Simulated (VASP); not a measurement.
## VASP 6.6.1 run: AlN

INCAR

```
GGA = PE
SIGMA = 0.02
ISIF = 2
LASPH = .TRUE.
ENCUT = 520
LCHARG = .FALSE.
NELM = 120
EDIFF = 1E-7
NSW = 0
IBRION = -1
NBANDS = 11
IVDW = 21
PREC = Accurate
LWAVE = .FALSE.
ISMEAR = -1
LREAL = .FALSE.
```

KPOINTS

```
KPOINTS created by Atomic Simulation Environment
0
Gamma
10 10 10
0 0 0
```

POSCAR

```
Al N
 1.0000000000000000
     0.0000000000000000    2.0188684454136765    2.0188684454136765
     2.0188684454136765    0.0000000000000000    2.0188684454136765
     2.0188684454136765    2.0188684454136765    0.0000000000000000
 Al  N
   1   1
Cartesian
 -0.0000000000000000 -0.0000000000000000  0.0000000000000000
  2.0188684454136760  2.0188684454136760  2.0188684454136760
```

The recommended PBE PAW datasets give the neutral cell 8 valence electrons.

Command

```
mpirun -np 1 vasp_std
```

OSZICAR

```
N       E                     dE             d eps       ncg     rms          rms(c)
DAV:   1     0.118865994024E+02    0.11887E+02   -0.40061E+03  1050   0.622E+02
DAV:   2    -0.155015151560E+02   -0.27388E+02   -0.26241E+02  1257   0.143E+02
DAV:   3    -0.162835792941E+02   -0.78206E+00   -0.78056E+00  1254   0.223E+01
DAV:   4    -0.162866292877E+02   -0.30500E-02   -0.30498E-02  1172   0.149E+00
DAV:   5    -0.162866545572E+02   -0.25269E-04   -0.25269E-04  1214   0.133E-01    0.761E+00
DAV:   6    -0.145591307846E+02    0.17275E+01   -0.74593E+00  1130   0.145E+01    0.270E+00
DAV:   7    -0.145441098002E+02    0.15021E-01   -0.18271E-01  1171   0.312E+00    0.178E+00
DAV:   8    -0.145386806202E+02    0.54292E-02   -0.15537E-02  1094   0.109E+00    0.336E-01
DAV:   9    -0.145383357337E+02    0.34489E-03   -0.14525E-03  1175   0.228E-01    0.151E-01
DAV:  10    -0.145383941914E+02   -0.58458E-04   -0.13354E-04  1150   0.852E-02    0.420E-02
DAV:  11    -0.145383886206E+02    0.55708E-05   -0.17730E-05  1211   0.237E-02    0.772E-03
DAV:  12    -0.145383883018E+02    0.31877E-06   -0.64691E-07  1145   0.673E-03    0.129E-03
DAV:  13    -0.145383882542E+02    0.47592E-07   -0.10215E-08   628   0.701E-04
   1 F= -.14851584E+02 E0= -.14851584E+02  d E =-.701851E-11
```

From OUTCAR

```
k-points           NKPTS =     47   k-points in BZ     NKDIM =     47   number of bands    NBANDS=     11

   NELECT =       8.0000    total number of electrons

   dimension x,y,z NGX =    24 NGY =   24 NGZ =   24
   dimension x,y,z NGXF=    48 NGYF=   48 NGZF=   48

  energy-cutoff  :      520.00
  volume of cell :       16.46
      direct lattice vectors                 reciprocal lattice vectors
     0.000000000  2.018868445  2.018868445    -0.247663488  0.247663488  0.247663488
     2.018868445  0.000000000  2.018868445     0.247663488 -0.247663488  0.247663488
     2.018868445  2.018868445  0.000000000     0.247663488  0.247663488 -0.247663488

 k-points in reciprocal lattice and weights: KPOINTS created by Atomic Simulation Env
   0.00000000  0.00000000  0.00000000       0.001
   0.10000000  0.00000000  0.00000000       0.008
   0.20000000  0.00000000  0.00000000       0.008
   0.30000000  0.00000000  0.00000000       0.008
   0.40000000  0.00000000  0.00000000       0.008
   0.50000000  0.00000000  0.00000000       0.004
   0.10000000  0.10000000  0.00000000       0.006
   0.20000000  0.10000000  0.00000000       0.024
   ...

 E-fermi :  10.4104

 k-point     1 :       0.0000    0.0000    0.0000
  band No.  band energies     occupation
      1      -7.5734      2.00000
      2      10.0163      2.00000
      3      10.0163      2.00000
      4      10.0163      2.00000
      5      15.7544      0.00000
      6      22.1970      0.00000
      7      22.1970      0.00000
      8      22.1970      0.00000
      9      27.3489      0.00000
     10      27.8364      0.00000
     11      27.8364      0.00000

 k-point     2 :       0.1000    0.0000    0.0000
  band No.  band energies     occupation
      1      -7.3674      2.00000
      2       8.9980      2.00000
      3       9.8932      2.00000
      4       9.8932      2.00000
      5      16.3785      0.00000
      6      21.2954      0.00000
      7      22.4979      0.00000
      8      22.4979      0.00000
      9      26.2722      0.00000
     10      26.2722      0.00000
     11      28.3294      0.00000

 k-point     3 :       0.2000    0.0000    0.0000
  band No.  band energies     occupation
      1      -6.7683      2.00000
      2       6.8503      2.00000
      3       9.5945      2.00000
      4       9.5945      2.00000
      5      17.0088      0.00000
      6      20.8127      0.00000
      7      22.6848      0.00000
      8      22.6848      0.00000
      9      25.6825      0.00000
     10      25.6825      0.00000
     11      27.6698      0.00000

 k-point     4 :       0.3000    0.0000    0.0000
  band No.  band energies     occupation
      1      -5.8495      2.00000
      2       4.5128      2.00000
      3       9.2636      2.00000
      4       9.2636      2.00000
      5      16.7238      0.00000
      6      21.7845      0.00000
      7      21.9560      0.00000
      8      21.9560      0.00000
      9      26.8331      0.00000
     10      27.1738      0.00000
     11      27.1738      0.00000

 k-point     5 :       0.4000    0.0000    0.0000
  band No.  band energies     occupation
      1      -4.8273      2.00000
      2       2.5464      2.00000
      3       9.0203      2.00000
      4       9.0203      2.00000
      5      16.3254      0.00000
      6      21.2892      0.00000
      7      21.2892      0.00000
      8      22.9328      0.00000
      9      26.2930      0.00000
     10      29.4080      0.00000
     11      29.4080      0.00000

 ...

  Total       0.30900     0.30900     0.30900    -0.00000     0.00000     0.00000
  in kB      30.08303    30.08303    30.08303    -0.00000     0.00000     0.00000
  external pressure =       30.08 kB  Pullay stress =        0.00 kB

 POSITION                                       TOTAL-FORCE (eV/Angst)
 -----------------------------------------------------------------------------------
      0.00000      0.00000      0.00000         0.000000     -0.000000      0.000000
      2.01887      2.01887      2.01887        -0.000000      0.000000     -0.000000
 -----------------------------------------------------------------------------------
    total drift:                               -0.000000     -0.000000      0.000000

  FREE ENERGIE OF THE ION-ELECTRON SYSTEM (eV)
  ---------------------------------------------------
  free  energy   TOTEN  =       -14.8515836366 eV

  energy  without entropy=      -14.8515836366  energy(sigma->0) =      -14.85158364
```

It converged. Results: gap between bands v and c on the k mesh 4.65 eV; least direct gap on the k mesh 5.74 eV; pressure 3.0 GPa. Band v is the last that the valence electrons fill when counted band by band, and c is the next.

For comparison, a separate PBE run of the intended cell, on usual settings and not on those above, gives a gap of 4.65 eV on its mesh and a pressure of 6.1 GPa.

The run above took about 41 s on one core of a shared host (Intel Xeon Platinum 8488C) and held 0.14 GiB at most.
